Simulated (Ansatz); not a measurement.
A plane-wave DFT run in Ansatz 0.2.0 (scalar-relativistic PAW potentials unless the input names others): input and command.

```yaml
crystal:
  lattice:
    - [0.0, 2.7040658515, 2.7040658515]
    - [2.7040658515, 0.0, 2.7040658515]
    - [2.7040658515, 2.7040658515, 0.0]
  atoms:
    - { symbol: Be, position: [0.0, 0.0, 0.0] }
    - { symbol: Te, position: [0.75, 0.75, 0.75] }
basis:
  ecutwfc: 420
kpoints:
  mp_grid: { grid: [10, 10, 10], kspacing: 0.3 }
hamiltonian:
  xc: lda
scf:
  occupations: { method: fixed }
  max_iter: 100
output:
  forces: true
  eigenvalues: true
  stress: true
```

```bash
ansatz run input.yaml --threads 1 --pin off --max-ram 1228MiB --backend cpu --events-out ev --progress --plain --runs-dir out
```

What is wrong with this input?

The program refuses it, because of a mesh typed together with a spacing (kpoints.mp_grid.kspacing: not typed → 0.3). Without that key it is accepted.

Abridged log:
```
Error: invalid value for `kpoints.mp_grid.kspacing`: mutually exclusive with `grid` — set one or the other
```